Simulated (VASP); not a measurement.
Input of a VASP 6.6.1 run:

INCAR

```
SYSTEM = B
PREC = Accurate ; ENCUT = 520
EDIFF = 1E-6 ; ISMEAR = -1
SIGMA = 0.1 ; LREAL = .FALSE.
LASPH = .TRUE. ; NELM = 60
ALGO = Fast ; ISIF = 2
LWAVE = .FALSE. ; LCHARG = .FALSE.
GGA = CA ; NBANDS = 10
```

KPOINTS

```
Automatic mesh
0
G
  24 24 5
  0 0 0
```

The input POSCAR:

```
B
1.0
    1.7403165318      0.0000000000      0.0000000000
   -0.8701582659      1.5071583272      0.0000000000
    0.0000000000      0.0000000000      7.1143376346
B
2
Direct
    0.3333333333      0.6666666667      0.2500000000
    0.6666666667      0.3333333333      0.7500000000
```

Potentials or basis: VASP PAW LDA potentials, release 64 (B).

Launch:

```sh
$ cat potpaw_LDA.64/B/POTCAR > POTCAR
$ mpirun -np 1 vasp_std > vasp.out
```

**Question.** What does it give for the band gap on the k mesh?

**Answer.** None (metal or under the smearing width).

**Question.** Estimate the pressure.

**Answer.** -13.8 GPa.

Stress tensor (GPa, compression positive):
```
-20.13   0.00   0.00
  0.00 -20.13   0.00
  0.00   0.00  -1.15
```
